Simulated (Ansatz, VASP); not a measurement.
## One calculation of TiN, two programs

```
CELL_PARAMETERS angstrom
0.00000 2.12364 2.12364
2.12364 0.00000 2.12364
2.12364 2.12364 0.00000
ATOMIC_POSITIONS crystal
Ti 0.00000 0.00000 0.00000
N 0.50000 0.50000 0.50000
```

Alike in both runs: functional PBE; k mesh 17 × 17 × 17; occupations fermi-dirac, width 0.08 eV; no spin polarisation.

Ansatz relaxed the structure, and its values are those at the end. VASP's run is a single point on that final structure, the one shown.

|  | VASP | Ansatz |
| --- | --- | --- |
| version | VASP 6.6.1 | Ansatz 0.2.0 |
| potentials or method | VASP PAW PBE potentials, release 64 (Ti_sv, N) | PAW with Ansatz's default frozen-core files, scalar-relativistic |
| plane-wave cutoff (eV) | 520 | 420 |
| valence electrons in the cell | 17 | 17 |

Ansatz gave:

| Property | Result |
| --- | --- |
| pressure (GPa) | 0.0 |

**Question.** Estimate VASP's values.

**Answer.** Pressure (GPa): 0.5.
